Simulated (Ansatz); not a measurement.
# Cu: one candidate structure

Aim: relax Cu from this start, F type (C2/m, No. 12), and see where it ends.

Method: DFT PBE, scalar-relativistic, plane waves, PAW, in Ansatz 0.2.0.

**1. Starting point**

It takes space group C2/m (No. 12, monoclinic). The conventional cell has a = 5.165 Å, b = 3.080 Å, c = 6.841 Å, α = 90.00°, β = 102.17°, γ = 90.00°. Cu (site symmetry m) is surrounded by 1 Cu at 1.35 Å. Cu (site symmetry m) is surrounded by 1 Cu at 1.36 Å.

As a file:

```
Cu
1.0
     2.58264   -1.54019    0.00000
     2.58264    1.54019    0.00000
    -1.44253    0.00000    6.68670
Cu
4
Direct
  0.05040 0.05040 0.09960
  0.94960 0.94960 0.90040
  0.50500 0.50500 0.60000
  0.49500 0.49500 0.40000
```

(A quick probe on a coarse mesh, which set the mesh and smearing, is not shown.)

**3. Rough relaxation on the coarse mesh**

Input file input.yaml:

```yaml
crystal:
  lattice:
    - [2.5826385604, -1.5401917233, 0.0]
    - [2.5826385604, 1.5401917233, 0.0]
    - [-1.4425304201, 0.0, 6.6867048011]
  atoms:
    - { symbol: Cu, position: [0.0504, 0.0504, 0.0996] }
    - { symbol: Cu, position: [0.9496, 0.9496, 0.9004] }
    - { symbol: Cu, position: [0.505, 0.505, 0.6] }
    - { symbol: Cu, position: [0.495, 0.495, 0.4] }
basis:
  ecutwfc: 420
kpoints:
  mp_grid: { grid: [6, 6, 4] }
hamiltonian:
  xc: pbe
scf:
  occupations: { method: gaussian, width: 0.1 }
  lower_state_search: "off"
output:
  forces: true
  stress: true
  eigenvalues: true
relax:
  adjacent_minimum: "off"
  f_tol: 0.04
  max_steps: 70
  cell: { stress_tol: 0.4 }
```

The session goes on with these runs: relaxing cell and atoms.

**Question.** What will these runs give?

**Answer**, as computed:

```
           quantity                                                                      value
cell (conventional)  a = 4.444 Å, b = 2.566 Å, c = 8.518 Å, α = 90.00°, β = 99.92°, γ = 90.00°
        space group                                                              C2/m (No. 12)
             volume                                                              11.96 Å³/atom
    gap on the mesh                                                               none (metal)
```

**Reading.** The space group stayed C2/m, and from the first guess the volume went from 13.30 to 11.96 Å³/atom. Where forces pass 15 eV/Å atoms stand far too close, the PAW spheres overlap strongly and those numbers are rough.
